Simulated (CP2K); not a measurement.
**Ta under changes of volume**

One of the cells (18.010 Å³/atom); the others are scaled copies at fixed shape and fractional positions:

```
Ta
1.0
     2.86010    0.00000    0.00000
    -0.95337    2.69653    0.00000
    -0.95337   -1.34826    2.33526
Ta
1
Direct
  0.00000 0.00000 0.00000
```

* Program: CP2K 2026.2
* Functional: PBEsol
* Potentials or basis: POTENTIAL_UZH Ta GTH-PBE-q13; TZVP-MOLOPT-PBE-GTH basis
* Density cutoff: 6123 eV
* k mesh: 11 × 11 × 11
* Occupations: fermi-dirac, width 0.05 eV
* Spin: no spin polarisation

```tsv
volume (Å³/atom)	energy over the lowest point (meV/atom)	pressure (GPa)
16.930	20.97	9.8
17.290	4.91	4.7
17.650	0.00	0.1
18.010	?	?
18.371	18.77	-7.7
18.731	40.27	-10.9
19.091	68.70	-13.9
```

Problem. What does the run at 18.010 Å³/atom give?

Solution. Energy over the lowest point 5.01 meV/atom; pressure -4.0 GPa.

Worked out: A Birch-Murnaghan fit of order 3 (a polynomial in V^(-2/3)) to the other rows has its minimum at 17.64 Å³/atom with B0 = V·E''(V) = 216 GPa and B' = 4.9. It gives 4.97 meV/atom at 18.010 Å³/atom, against the run's 5.01, and -dE/dV = -4.2 GPa, against -4.0.

Energies are extrapolated to zero smearing.

Caveats: the potentials were made for another functional, which shifts forces and pressure; the basis of atomic orbitals isn't converged, which shifts pressures, moduli and gaps.
